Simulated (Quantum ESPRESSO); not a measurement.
Sc:

```xyz
1
Lattice="-1.8855 1.8784 1.7128 1.8984 -1.8700 1.7179 1.9570 1.9415 -1.7035" Properties=species:S:1:pos:R:3 pbc="T T T"
Sc    0.0628    0.0075    0.1958
```

The cell isn't the ideal one: cell strained at random at fixed volume.

| Item | Value |
| --- | --- |
| Program | Quantum ESPRESSO 7.5 |
| Task | relaxation of cell and atoms |
| Functional | LDA |
| Potentials or basis | SSSP 1.3 efficiency PBE |
| Cutoff | 816 eV |
| Density cutoff | 3265 eV |
| k mesh | 4 × 4 × 4 |
| Occupations | gaussian, width 0.2 eV |
| Spin | collinear spin, ferromagnetic start |
| Starting moments | [0.5] μB |
| Fixed moment | 0.2 μB |

At the start: pressure -5.1 GPa; volume 25.25 Å³/atom.

How do energy, volume and symmetry change on relaxing?

Over 19 steps the energy falls by 85.6 meV/atom and the volume is 22.78 Å³/atom (-9.8 %); space group I4/mmm (No. 139, to 0.05 Å); moment 0.20 μB per cell.

The path:
| step | energy change (eV) | largest force (eV/Å) | pressure (GPa) | volume (Å³) |
| --- | --- | --- | --- | --- |
| 1 | 0.0000 | 0.0000 | -5.13 | 25.25 |
| 2 | -0.0256 | 0.0000 | -3.57 | 24.39 |
| 3 | -0.0495 | 0.0000 | 0.90 | 22.53 |
| 4 | -0.0511 | 0.0000 | 0.43 | 22.69 |
| 5 | -0.0552 | 0.0000 | -0.41 | 22.99 |
| 6 | -0.0568 | 0.0000 | -0.40 | 22.99 |
| 7 | -0.0575 | 0.0000 | -0.14 | 22.89 |
| 8 | -0.0580 | 0.0000 | 0.07 | 22.82 |
| 9 | -0.0586 | 0.0000 | 0.25 | 22.75 |
| 10 | -0.0592 | 0.0000 | 0.24 | 22.75 |
| 11 | -0.0599 | 0.0000 | 0.09 | 22.79 |
| 12 | -0.0610 | 0.0000 | -0.17 | 22.86 |
| 13 | -0.0628 | 0.0000 | -0.63 | 23.00 |
| 14 | -0.0661 | 0.0000 | -0.76 | 23.06 |
| 15 | -0.0586 | 0.0000 | -2.85 | 23.72 |
| 16 | -0.0826 | 0.0000 | -0.34 | 22.89 |
| 17 | -0.0849 | 0.0000 | -0.21 | 22.85 |
| 18 | -0.0855 | 0.0000 | -0.17 | 22.83 |
| 19 | -0.0856 | 0.0000 | -0.04 | 22.78 |

Final structure:
```
CELL_PARAMETERS angstrom
3.13527 -0.08152 -0.35853
-1.37381 2.81171 0.35229
-1.20170 -1.13715 2.67301
ATOMIC_POSITIONS crystal
Sc 0.05853 0.07306 0.01761
```

Caveat: the k mesh is coarse (spacing up to 0.61 Å⁻¹), so the values aren't converged; the potentials were made for another functional, which shifts forces and pressure; the total moment is fixed, so each spin has its own Fermi level.
